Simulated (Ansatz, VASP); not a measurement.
## One calculation of ZnS, two programs

Contents of INCAR:

```
  PREC = Accurate
  ENCUT = 520
  EDIFF = 1E-7
  ISMEAR = -1
  SIGMA = 0.1
  LREAL = False
  LASPH = True
  NELM = 80
  ALGO = Normal
  ISIF = 2
  LWAVE = False
  LCHARG = True
  GGA = PE
  LELF = True
  LVHAR = True
  NBANDS = 16
```

The input KPOINTS:

```
Automatic mesh
0
Gamma
  15 15 15
```

POSCAR

```
ZnS
1.0
    2.7554886604      0.0000000000      0.0000000000
    0.0000000000      2.7554886604      0.0000000000
    0.0000000000      0.0000000000      2.7554886604
Zn S
1 1
Direct
    0.0000000000      0.0000000000      0.0000000000
    0.5000000000      0.5000000000      0.5000000000
```

Input for Ansatz:

```yaml
crystal:
  lattice:
    - [2.7554886604, 0.0, 0.0]
    - [0.0, 2.7554886604, 0.0]
    - [0.0, 0.0, 2.7554886604]
  atoms:
    - { symbol: Zn, position: [0.0, 0.0, 0.0] }
    - { symbol: S, position: [0.5, 0.5, 0.5] }
kpoints:
  mp_grid: { grid: [15, 15, 15] }
scf:
  occupations: { method: fermi_dirac, width: 0.1 }
hamiltonian:
  xc: pbe
  pseudopotentials: { kind: all_electron, lapw: { basis_error: 0.001 } }
output:
  forces: true
  stress: true
  eigenvalues: true
  populations: true
```

Change from the starting cell: volume scaled by 0.64, LAPW.

Alike in both runs: task single point; functional PBE; k mesh 15 × 15 × 15; occupations fermi-dirac, width 0.1 eV; no spin polarisation.

|  | VASP | Ansatz |
| --- | --- | --- |
| version | VASP 6.6.1 | Ansatz 0.2.0 |
| potentials or method | VASP PAW PBE potentials, release 64 (Zn, S) | all-electron LAPW, scalar-relativistic |
| plane-wave cutoff (eV) | 520 | see its input |

|  | VASP | Ansatz | Ansatz less VASP |
| --- | --- | --- | --- |
| pressure (GPa) | 90.6 | 89.7 | -0.92 |

Ansatz ran all-electron here, so the differences hold the error of VASP's frozen core and of both bases.

Caveats: the cell as given lies far from equilibrium; so large a pressure means that the cell lies far from this level's equilibrium, or that cutoff or potentials fall short (VASP).
